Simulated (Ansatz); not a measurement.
## BN: zone-centre modes at 20 GPa

Computed with Ansatz 0.2.0, DFT PBEsol, scalar-relativistic, plane waves, PAW. Settings: 420 eV plane-wave cutoff, Γ-centred 12×12×12 mesh, fixed occupations. No spin polarisation. Phonons by linear response, acoustic sum rule imposed.

The cell, relaxed at 20 GPa:
```xyz
2
Lattice="1.2358 0.7135 2.6424 -1.2358 0.7135 2.6424 0.0000 -1.4270 2.6424" Properties=species:S:1:pos:R:3 pbc="T T T"
B     0.0000    0.0000    7.9410
N     0.0000    0.0000    2.6214
```

The crystal is built of layers and no dispersion correction was added, so the binding between them is poorly described, and with it their spacing and whatever depends on it.

Question: Is this structure stable against zone-centre distortions?

Answer: Yes, at Γ: no optical mode is imaginary. Strains and other wave vectors aren't tested by this run.

Question: List the optical modes at Γ without the LO field (i marks imaginary ones).

Answer:
```json
{"frequency (meV)": "78.2", "degeneracy": "1", "IR intensity of the level ((D/Å)²/amu)": "6.84"}
{"frequency (meV)": "177.9", "degeneracy": "2", "IR intensity of the level ((D/Å)²/amu)": "52.54"}
```

This form isn't the usual stable structure of the compound at low pressure.

Cost: 1 run of about 1.1 core-minutes, on Intel Xeon Processor @ 2.50GHz (Skylake/Cascade Lake) (shared hosts).